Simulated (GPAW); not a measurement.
# CdTe (F-43m) in GPAW: a series of runs

The runs below take CdTe through relaxation of cell and atoms, single point, with RPBE, revPBE, BLYP, PBE.

All numbers are computed with GPAW 26.7.0; they aren't measurements. Logs are shortened: lines on timing, memory, paths and dates and some standing lists are left out, and cuts for length are marked. The log counts tension as positive stress, the text compression.

**Measured values to compare with.**

A printed reference work, data compilation reports, for a bulk crystal of CdTe at 0 K: band gap 1.607 eV.

The results are compared with them further down.

## (1) The crystal as given

Symmetry: F-43m, No. 216, cubic system. The conventional cell has a = 6.410 Å, b = 6.410 Å, c = 6.410 Å, α = 90.00°, β = 90.00°, γ = 90.00°. Around Te (site symmetry -43m) lie 4 Cd at 2.78 Å. Cd (site symmetry -43m) is surrounded by 4 Te at 2.78 Å.

## (2) Relaxation of cell and atoms, RPBE

Contents of run.py:

```python
from ase.filters import FrechetCellFilter
from ase.io import read, write
from ase.optimize import FIRE
from gpaw import GPAW, PW

atoms = read('POSCAR')

calc = GPAW(mode=PW(600),
            xc='RPBE',
            kpts={'size': (7, 7, 7), 'gamma': True},
            occupations={'name': 'fermi-dirac', 'width': 0.05},
            nbands=18,
            convergence={'density': 1e-05, 'forces': 0.0001},
            maxiter=150,
            txt='gpaw.txt')
atoms.calc = calc
opt = FIRE(FrechetCellFilter(atoms), trajectory='relax.traj', logfile='-')
done = opt.run(fmax=0.02, steps=40)
calc.write('gs.gpw')
write('result.traj', atoms)
print('Converged:', done)
print('Cell:', atoms.cell.cellpar().round(4))
print('Volume:', round(atoms.get_volume(), 4))
print(atoms.get_scaled_positions().round(5))
```

Contents of POSCAR:

```
CdTe
1.0
    0.0000000000      3.2050000000      3.2050000000
    3.2050000000      0.0000000000      3.2050000000
    3.2050000000      3.2050000000      0.0000000000
Te Cd
1 1
Direct
    0.7500000000      0.7500000000      0.7500000000
    0.0000000000      0.0000000000      0.0000000000
```

Potentials or basis: the program's PAW data sets (release 1.2.1) made for this functional, pw.

Started as:

```console
> OMP_NUM_THREADS=1 python run.py
```

gpaw.txt:

```text
__  _  _
 | _ |_)|_||  |
 |__||  | ||/\| - 26.7.0

Input parameters:
  mode=PW(ecut=600.0),
  convergence={'density': 1e-05, 'forces': 0.0001},
  kpts=MonkhorstPack(size=(7, 7, 7), gamma=True),
  maxiter=150,
  nbands=18,
  occupations=Occupations(name='fermi-dirac', width=0.05),
  xc=XC(name='RPBE')

Diagonalizing LCAO Hamiltonian
Converting LCAO to pw mode

                      Te

       Cd

Atoms  # Å, Bohr magnetons
|   | symbol |        x |        y |        z |    initial magnetic moments |
|---|--------|----------|----------|----------|-----------------------------|
| 0 |     Te | 4.807500 | 4.807500 | 4.807500 | ( 0.0000,  0.0000,  0.0000) |
| 1 |     Cd | 0.000000 | 0.000000 | 0.000000 | ( 0.0000,  0.0000,  0.0000) |

Unit cell  # Å
| periodic |        x |        y |        z |  lengths |    angles |
|----------|----------|----------|----------|----------|-----------|
|      yes | 0.000000 | 3.205000 | 3.205000 | 4.532554 | 60.000000 |
|      yes | 3.205000 | 0.000000 | 3.205000 | 4.532554 | 60.000000 |
|      yes | 3.205000 | 3.205000 | 0.000000 | 4.532554 | 60.000000 |
[... 495 lines left out ...]
Atoms  # Å, Bohr magnetons
|   | symbol |         x |         y |         z |    initial magnetic moments |
|---|--------|-----------|-----------|-----------|-----------------------------|
| 0 |     Te |  4.886673 |  4.886673 |  4.886673 | ( 0.0000,  0.0000,  0.0000) |
| 1 |     Cd | -0.000000 | -0.000000 | -0.000000 | ( 0.0000,  0.0000,  0.0000) |

Unit cell  # Å
| periodic |        x |         y |        z |  lengths |    angles |
|----------|----------|-----------|----------|----------|-----------|
|      yes | 0.000000 |  3.257782 | 3.257782 | 4.607200 | 60.000000 |
|      yes | 3.257782 | -0.000000 | 3.257782 | 4.607200 | 60.000000 |
|      yes | 3.257782 |  3.257782 | 0.000000 | 4.607200 | 60.000000 |

Number of symmetries: 24
Symmetry operations  # r_c * U_cc + t_c -> r_c
|    | kind |            matrix            |
|----|------|------------------------------|
|  0 |  E   |  1, 0, 0,  0, 1, 0,  0, 0, 1 |
|  1 |  σ   |  1, 0, 0,  0, 0, 1,  0, 1, 0 |
|  2 |  σ   |  1, 0,-1,  0, 1,-1,  0, 0,-1 |
|  3 |  C3  |  1, 0,-1,  0, 0,-1,  0, 1,-1 |
|  4 |  C3  |  1,-1, 0,  0,-1, 1,  0,-1, 0 |
|  5 |  σ   |  1,-1, 0,  0,-1, 0,  0,-1, 1 |
|  6 |  σ   |  0, 1, 0,  1, 0, 0,  0, 0, 1 |
|  7 |  C3  |  0, 1, 0,  0, 0, 1,  1, 0, 0 |
|  8 |  C2  |  0, 1,-1,  1, 0,-1,  0, 0,-1 |
[... 480 lines left out ...]
Atoms  # Å, Bohr magnetons
|   | symbol |         x |         y |         z |    initial magnetic moments |
|---|--------|-----------|-----------|-----------|-----------------------------|
| 0 |     Te |  5.033061 |  5.033061 |  5.033061 | ( 0.0000,  0.0000,  0.0000) |
| 1 |     Cd | -0.000000 | -0.000000 | -0.000000 | ( 0.0000,  0.0000,  0.0000) |

Unit cell  # Å
| periodic |         x |         y |        z |  lengths |    angles |
|----------|-----------|-----------|----------|----------|-----------|
|      yes | -0.000000 |  3.355374 | 3.355374 | 4.745215 | 60.000000 |
|      yes |  3.355374 | -0.000000 | 3.355374 | 4.745215 | 60.000000 |
|      yes |  3.355374 |  3.355374 | 0.000000 | 4.745215 | 60.000000 |

Number of symmetries: 24
Symmetry operations  # r_c * U_cc + t_c -> r_c
|    | kind |            matrix            |
|----|------|------------------------------|
|  0 |  E   |  1, 0, 0,  0, 1, 0,  0, 0, 1 |
|  1 |  σ   |  1, 0, 0,  0, 0, 1,  0, 1, 0 |
|  2 |  σ   |  1, 0,-1,  0, 1,-1,  0, 0,-1 |
|  3 |  C3  |  1, 0,-1,  0, 0,-1,  0, 1,-1 |
|  4 |  C3  |  1,-1, 0,  0,-1, 1,  0,-1, 0 |
|  5 |  σ   |  1,-1, 0,  0,-1, 0,  0,-1, 1 |
|  6 |  σ   |  0, 1, 0,  1, 0, 0,  0, 0, 1 |
|  7 |  C3  |  0, 1, 0,  0, 0, 1,  1, 0, 0 |
|  8 |  C2  |  0, 1,-1,  1, 0,-1,  0, 0,-1 |
[... 208 lines left out ...]
Stress tensor  # eV/Ang^3
|         x |         y |         z |
|-----------|-----------|-----------|
|  0.001029 |  0.000000 | -0.000000 |
|  0.000000 |  0.001029 | -0.000000 |
| -0.000000 | -0.000000 |  0.001029 |

Forces  # eV/Ang
|        x |        y |       z |
[... 39 lines left out ...]
|---------|-|-------------|-------|-------|------|
|iter:   1| |   -4.453093 | -5.91 |       |      |
|iter:   2| |   -4.453094 | -8.17c| -3.87 |      |
|iter:   3| |   -4.453101c| -7.33 | -3.91 |      |
|iter:   4| |   -4.453103c| -7.54c| -4.49 |      |
|iter:   5| |   -4.453103c| -7.77c| -4.85 |      |
|iter:   6| |   -4.453103c| -8.62c| -5.98c|      |
|iter:   7| |   -4.453103c| -9.13c| -6.30c|-15.92c|
[... 240 lines left out ...]
SCF iterations
|iter     | |      energy | eigst |  dens |force |
|---------|-|-------------|-------|-------|------|
|iter:   1| |   -4.453117 | -5.31 |       |      |
|iter:   2| |   -4.453117 | -7.62c| -3.60 |      |
|iter:   3| |   -4.453121c| -6.74 | -3.64 |      |
|iter:   4| |   -4.453123c| -7.90c| -4.30 |      |
|iter:   5| |   -4.453123c| -7.77c| -4.65 |      |
|iter:   6| |   -4.453123c| -8.06c| -5.58c|      |
|iter:   7| |   -4.453123c| -9.03c| -6.11c|-15.97c|
[... 291 lines left out ...]
Gap: 0.615 eV
Transition (v -> c):
  (s=0, k=0, n=8, [0.00, 0.00, 0.00]) -> (s=0, k=0, n=9, [0.00, 0.00, 0.00])
No difference between direct/indirect transitions

Stress tensor  # eV/Ang^3
|        x |         y |         z |
|----------|-----------|-----------|
| 0.000866 |  0.000000 |  0.000000 |
| 0.000000 |  0.000866 | -0.000000 |
| 0.000000 | -0.000000 |  0.000866 |

Forces  # eV/Ang
|       x |        y |        z |
|---------|----------|----------|
| 0.00000 | -0.00000 | -0.00000 |  # Te   0
| 0.00000 | -0.00000 |  0.00000 |  # Cd   1
[... 7 lines left out ...]
Atoms  # Å, Bohr magnetons
|   | symbol |         x |         y |         z |    initial magnetic moments |
|---|--------|-----------|-----------|-----------|-----------------------------|
| 0 |     Te |  5.030714 |  5.030714 |  5.030714 | ( 0.0000,  0.0000,  0.0000) |
| 1 |     Cd | -0.000000 | -0.000000 | -0.000000 | ( 0.0000,  0.0000,  0.0000) |

Unit cell  # Å
| periodic |         x |         y |         z |  lengths |    angles |
|----------|-----------|-----------|-----------|----------|-----------|
|      yes | -0.000000 |  3.353809 |  3.353809 | 4.743003 | 60.000000 |
|      yes |  3.353809 | -0.000000 |  3.353809 | 4.743003 | 60.000000 |
|      yes |  3.353809 |  3.353809 | -0.000000 | 4.743003 | 60.000000 |

Number of symmetries: 24
Symmetry operations  # r_c * U_cc + t_c -> r_c
|    | kind |            matrix            |
|----|------|------------------------------|
|  0 |  E   |  1, 0, 0,  0, 1, 0,  0, 0, 1 |
|  1 |  σ   |  1, 0, 0,  0, 0, 1,  0, 1, 0 |
|  2 |  σ   |  1, 0,-1,  0, 1,-1,  0, 0,-1 |
|  3 |  C3  |  1, 0,-1,  0, 0,-1,  0, 1,-1 |
|  4 |  C3  |  1,-1, 0,  0,-1, 1,  0,-1, 0 |
|  5 |  σ   |  1,-1, 0,  0,-1, 0,  0,-1, 1 |
|  6 |  σ   |  0, 1, 0,  1, 0, 0,  0, 0, 1 |
|  7 |  C3  |  0, 1, 0,  0, 0, 1,  1, 0, 0 |
|  8 |  C2  |  0, 1,-1,  1, 0,-1,  0, 0,-1 |
[... 200 lines left out ...]
Gap: 0.617 eV
Transition (v -> c):
  (s=0, k=0, n=8, [0.00, 0.00, 0.00]) -> (s=0, k=0, n=9, [0.00, 0.00, 0.00])
No difference between direct/indirect transitions

Stress tensor  # eV/Ang^3
|         x |         y |        z |
|-----------|-----------|----------|
|  0.000764 | -0.000000 | 0.000000 |
| -0.000000 |  0.000764 | 0.000000 |
|  0.000000 |  0.000000 | 0.000764 |

Forces  # eV/Ang
|        x |       y |        z |
|----------|---------|----------|
|  0.00000 | 0.00000 |  0.00000 |  # Te   0
| -0.00000 | 0.00000 | -0.00000 |  # Cd   1
[... 7 lines left out ...]
Atoms  # Å, Bohr magnetons
|   | symbol |         x |         y |         z |    initial magnetic moments |
|---|--------|-----------|-----------|-----------|-----------------------------|
| 0 |     Te |  5.029620 |  5.029620 |  5.029620 | ( 0.0000,  0.0000,  0.0000) |
| 1 |     Cd | -0.000000 | -0.000000 | -0.000000 | ( 0.0000,  0.0000,  0.0000) |

Unit cell  # Å
| periodic |         x |         y |         z |  lengths |    angles |
|----------|-----------|-----------|-----------|----------|-----------|
|      yes | -0.000000 |  3.353080 |  3.353080 | 4.741972 | 60.000000 |
|      yes |  3.353080 | -0.000000 |  3.353080 | 4.741972 | 60.000000 |
|      yes |  3.353080 |  3.353080 | -0.000000 | 4.741972 | 60.000000 |

Number of symmetries: 24
Symmetry operations  # r_c * U_cc + t_c -> r_c
|    | kind |            matrix            |
|----|------|------------------------------|
|  0 |  E   |  1, 0, 0,  0, 1, 0,  0, 0, 1 |
|  1 |  σ   |  1, 0, 0,  0, 0, 1,  0, 1, 0 |
|  2 |  σ   |  1, 0,-1,  0, 1,-1,  0, 0,-1 |
|  3 |  C3  |  1, 0,-1,  0, 0,-1,  0, 1,-1 |
|  4 |  C3  |  1,-1, 0,  0,-1, 1,  0,-1, 0 |
|  5 |  σ   |  1,-1, 0,  0,-1, 0,  0,-1, 1 |
|  6 |  σ   |  0, 1, 0,  1, 0, 0,  0, 0, 1 |
|  7 |  C3  |  0, 1, 0,  0, 0, 1,  1, 0, 0 |
|  8 |  C2  |  0, 1,-1,  1, 0,-1,  0, 0,-1 |
[... 462 lines left out ...]
Forces  # eV/Ang
|       x |        y |        z |
|---------|----------|----------|
| 0.00000 |  0.00000 |  0.00000 |  # Te   0
| 0.00000 | -0.00000 | -0.00000 |  # Cd   1

# Writing to gs.gpw (mode='')
```

Run time: 2.6 min. Hardware: 1 thread of Arm Neoverse V1, shared host; peak memory 0.27 GiB.

Results:

- Free energy: -4.4533 eV
- Relaxed volume: 37.67 Å³/atom
- Relaxed cell: a = 4.741 Å, b = 4.741 Å, c = 4.741 Å, α = 60.00°, β = 60.00°, γ = 60.00°
- Space group after relaxing (to 0.05 Å): F-43m (No. 216)
- Energy gained by relaxing: 71.6 meV/atom
- Ionic steps: 11
- Pressure after relaxing: -0.1 GPa
- Band gap on the k mesh: 0.62 eV, direct

The path:
| step | energy change (eV) | largest force (eV/Å) | pressure (GPa) | volume (Å³) |
| --- | --- | --- | --- | --- |
| 1 | 0.0000 | 0.0000 | 5.58 | 65.84 |
| 2 | -0.0365 | 0.0000 | 4.66 | 66.99 |
| 3 | -0.0890 | 0.0000 | 3.12 | 69.15 |
| 4 | -0.1304 | 0.0000 | 1.40 | 72.11 |
| 5 | -0.1431 | 0.0000 | -0.16 | 75.55 |
| 6 | -0.1432 | 0.0000 | -0.16 | 75.54 |
| 7 | -0.1432 | 0.0000 | -0.15 | 75.52 |
| 8 | -0.1432 | 0.0000 | -0.14 | 75.49 |
| 9 | -0.1432 | 0.0000 | -0.12 | 75.45 |
| 10 | -0.1433 | 0.0000 | -0.10 | 75.40 |
| 11 | -0.1433 | 0.0000 | -0.08 | 75.34 |

Final structure:
```xyz
2
Lattice="0.0000 3.3523 3.3523 3.3523 0.0000 3.3523 3.3523 3.3523 0.0000" Properties=species:S:1:pos:R:3 pbc="T T T"
Te    5.0284    5.0284    5.0284
Cd    0.0000    0.0000    0.0000
```

Caveat: later steps reuse the first step's grids; spin-orbit coupling is left out, which moves the levels of the heavy elements; the volume moved by +14 % from the deposited cell, more than functionals usually miss. RPBE and its kin give volumes clearly too large for solids.

## (3) Relaxation of cell and atoms, revPBE, target pressure 10 GPa, at which the enthalpy is minimised

Edit run.py of step 2 so:

```diff
@@ -2,3 +2,4 @@
 from ase.io import read, write
-from ase.optimize import FIRE
+from ase.optimize import BFGS
+from ase.units import GPa
 from gpaw import GPAW, PW
@@ -8,3 +9,3 @@
 calc = GPAW(mode=PW(600),
-            xc='RPBE',
+            xc='revPBE',
             kpts={'size': (7, 7, 7), 'gamma': True},
@@ -16,4 +17,4 @@
 atoms.calc = calc
-opt = FIRE(FrechetCellFilter(atoms), trajectory='relax.traj', logfile='-')
-done = opt.run(fmax=0.02, steps=40)
+opt = BFGS(FrechetCellFilter(atoms, scalar_pressure=10 * GPa), trajectory='relax.traj', logfile='-')
+done = opt.run(fmax=0.05, steps=100)
 calc.write('gs.gpw')
```

POSCAR is that of step 2.

Potentials or basis: the program's PAW data sets (release 1.2.1) made for this functional, pw.

Started as:

```console
> OMP_NUM_THREADS=1 python run.py
```

Run time: 57 s. Hardware: 1 thread of Arm Neoverse V1, shared host; peak memory 0.21 GiB.

Results (log left out):

```yaml
Free_energy: -4.1788 eV
Relaxed_volume: 30.52 Å³/atom
Relaxed_cell: a = 4.420 Å, b = 4.420 Å, c = 4.420 Å, α = 60.00°, β = 60.00°, γ = 60.00°
Space_group_after_relaxing_to_0.05_Å: F-43m (No. 216)
Energy_change_on_relaxing_the_enthalpy_is_what_falls: +110.8 meV/atom
Ionic_steps: 4
Pressure_after_relaxing: 10.0 GPa
Band_gap_on_the_k_mesh: 1.21 eV, direct
```

The path:
```csv
step,energy change (eV),largest force (eV/Å),pressure (GPa),volume (Å³)
1,0.0000,0.0000,5.10,65.84
2,0.0502,0.0000,6.34,64.44
3,0.2393,0.0000,10.33,60.76
4,0.2216,0.0000,9.98,61.04
```

Final structure:
```
Te Cd
1.0
     0.00000    3.12513    3.12513
     3.12513    0.00000    3.12513
     3.12513    3.12513    0.00000
Te Cd
1 1
Cartesian
  4.6877 4.6877 4.6877
  0.0000 0.0000 0.0000
```

Levels at points of the mesh, in eV from the valence-band top:
```tsv
k point	band 7	band 8	band 9	band 10	band 11	band 12
(0.00, 0.00, 0.00)	0.00	0.00	0.00	1.21	4.54	4.54
```

Caveat: later steps reuse the first step's grids; spin-orbit coupling is left out, which moves the levels of the heavy elements.

## (4) Relaxation of cell and atoms, BLYP, target pressure 2 GPa, at which the enthalpy is minimised

Contents of run.py:

```python
from ase import Atoms
from ase.filters import FrechetCellFilter
from ase.io import write
from ase.optimize import BFGS
from ase.units import GPa
from gpaw import GPAW, PW, setup_paths

setup_paths.insert(0, '.')

atoms = Atoms(['Te', 'Cd'],
              cell=[[0.0, 3.205, 3.205],
                    [3.205, 0.0, 3.205],
                    [3.205, 3.205, 0.0]],
              scaled_positions=[[0.75, 0.75, 0.75],
                                [0.0, 0.0, 0.0]],
              pbc=True)

calc = GPAW(mode=PW(600),
            xc='BLYP',
            kpts={'size': (7, 7, 7), 'gamma': True},
            occupations={'name': 'fermi-dirac', 'width': 0.05},
            nbands=18,
            convergence={'density': 1e-05, 'forces': 0.0001},
            eigensolver='davidson',
            maxiter=150,
            txt='gpaw.txt')
atoms.calc = calc
opt = BFGS(FrechetCellFilter(atoms, scalar_pressure=2 * GPa), trajectory='relax.traj', logfile='-')
done = opt.run(fmax=0.02, steps=60)
calc.write('gs.gpw')
write('result.traj', atoms)
print('Converged:', done)
print('Cell:', atoms.cell.cellpar().round(4))
print('Volume:', round(atoms.get_volume(), 4))
print(atoms.get_scaled_positions().round(5))
```

Potentials or basis: PAW data sets generated in the run's folder for this functional, pw.

Started as:

```console
> gpaw-setup -f BLYP Cd Te
> OMP_NUM_THREADS=1 python run.py
```

Wall time 70 s (1 thread of Arm Neoverse V1, shared host); peak memory 0.23 GiB.

It converged, with:

```yaml
Free_energy: -3.9985 eV
Relaxed_volume: 36.13 Å³/atom
Relaxed_cell: a = 4.675 Å, b = 4.675 Å, c = 4.675 Å, α = 60.00°, β = 60.00°, γ = 60.00°
Space_group_after_relaxing_to_0.05_Å: F-43m (No. 216)
Energy_change_on_relaxing_the_enthalpy_is_what_falls: -81.9 meV/atom
Ionic_steps: 4
Pressure_after_relaxing: 2.0 GPa
Band_gap_on_the_k_mesh: 0.49 eV, direct
```

The path:
| step | energy change (eV) | largest force (eV/Å) | pressure (GPa) | volume (Å³) |
| --- | --- | --- | --- | --- |
| 1 | 0.0000 | 0.0000 | 6.50 | 65.84 |
| 2 | -0.0489 | 0.0000 | 5.39 | 67.16 |
| 3 | -0.1568 | 0.0000 | 2.31 | 71.74 |
| 4 | -0.1639 | 0.0000 | 2.03 | 72.26 |

Final structure:
```
Te Cd
1.0
     0.00000    3.30592    3.30592
     3.30592    0.00000    3.30592
     3.30592    3.30592    0.00000
Te Cd
1 1
Direct
  0.75000 0.75000 0.75000
  0.00000 0.00000 0.00000
```

Levels at points of the mesh, in eV from the valence-band top:
```tsv
k point	band 6	band 7	band 8	band 9	band 10	band 11	band 12	band 13
(0.00, 0.00, 0.00)	-7.88	0.00	0.00	0.00	0.49	4.66	4.66	4.66
```

Caveat: later steps reuse the first step's grids; spin-orbit coupling is left out, which moves the levels of the heavy elements. BLYP gaps usually lie below the measured ones, often by a third to a half.

## (5) Single point, PBE

Contents of run.py:

```python
from ase.dft.bandgap import bandgap
from ase.io import read, write
from ase.units import GPa
from gpaw import GPAW, PW

atoms = read('POSCAR')

calc = GPAW(mode=PW(600),
            xc='PBE',
            kpts={'size': (7, 7, 7), 'gamma': True},
            occupations={'name': 'methfessel-paxton', 'order': 0, 'width': 0.012},
            nbands=18,
            convergence={'density': 1e-05, 'energy': 1e-05},
            maxiter=150,
            txt='gpaw.txt')
atoms.calc = calc
energy = atoms.get_potential_energy()
forces = atoms.get_forces()
stress = atoms.get_stress()
calc.write('gs.gpw')
write('result.traj', atoms)
print(f'Energy: {energy:.6f} eV')
print('Forces (eV/A):')
print(forces.round(4))
print('Stress (GPa):', (stress / GPa).round(3))
print('Fermi level:', round(calc.get_fermi_level(), 4), 'eV')
print(f'Gap: {bandgap(calc)[0]:.4f} eV, direct: {bandgap(calc, direct=True)[0]:.4f} eV')
```

POSCAR is that of step 3.

Potentials or basis: GPAW PAW data sets (gpaw-data 1.2.1), pw.

Started as:

```console
> OMP_NUM_THREADS=1 python run.py
```

Run time: 18 s. Hardware: 1 thread of Arm Neoverse V1, shared host; peak memory 0.17 GiB.

The run converged. Its results:

```
Free energy            : -5.0116 eV
Pressure               : 3.8 GPa
Band gap on the k mesh : 0.87 eV, direct
```

Levels at points of the mesh, in eV from the valence-band top:
```csv
k point,band 6,band 7,band 8,band 9,band 10,band 11,band 12,band 13
"(0.00, 0.00, 0.00)",-8.07,0.00,0.00,0.00,0.87,4.57,4.57,4.57
```

Caveat: spin-orbit coupling is left out, which moves the levels of the heavy elements.

## (6) Summary

| task | level | potentials or basis | cell | smearing | optimizer | fmax | max steps | convergence | target pressure | gap on the mesh (eV) | pressure (GPa) |
| --- | --- | --- | --- | --- | --- | --- | --- | --- | --- | --- | --- |
| relaxation of cell and atoms | RPBE | the program's PAW data sets (release 1.2.1) made for this functional, pw | relaxed | fermi-dirac 0.05 eV | FIRE | 0.02 eV/Å | 40 | density=1e-05 forces=0.0001 | - | 0.62 | -0.1 |
| relaxation of cell and atoms | revPBE | the program's PAW data sets (release 1.2.1) made for this functional, pw | relaxed to 10 GPa | fermi-dirac 0.05 eV | BFGS | 0.05 eV/Å | 100 | density=1e-05 forces=0.0001 | 10 GPa | 1.21 | 10.0 |
| relaxation of cell and atoms | BLYP | PAW data sets generated in the run's folder for this functional, pw | relaxed to 2 GPa | fermi-dirac 0.05 eV | BFGS | 0.02 eV/Å | 60 | density=1e-05 forces=0.0001 | 2 GPa | 0.49 | 2.0 |
| single point | PBE | GPAW PAW data sets (gpaw-data 1.2.1), pw | as given | gaussian 0.012 eV | - | - | - | - | - | 0.87 | 3.8 |

Alike in all rows: no spin polarisation; k mesh 7 × 7 × 7; cutoff (eV) 600.

Caveats: spin-orbit coupling is left out, which moves the levels of the heavy elements; later steps reuse the first step's grids (some runs); the volume moved by +14 % from the deposited cell, more than functionals usually miss (some runs).

Total energies depend on the potentials used, so only differences within one code and one set of settings carry meaning.

## (7) Comparison with measurements

Step 5. Measured gap of CdTe: 1.607 eV (0 K; a printed reference work, data compilation). This calculation gives 0.87 eV (-0.74 eV). Spin-orbit coupling on Cd, Te is left out. The value is that of PBE, without temperature or zero-point motion. Semilocal functionals fall short of measured gaps as a rule.
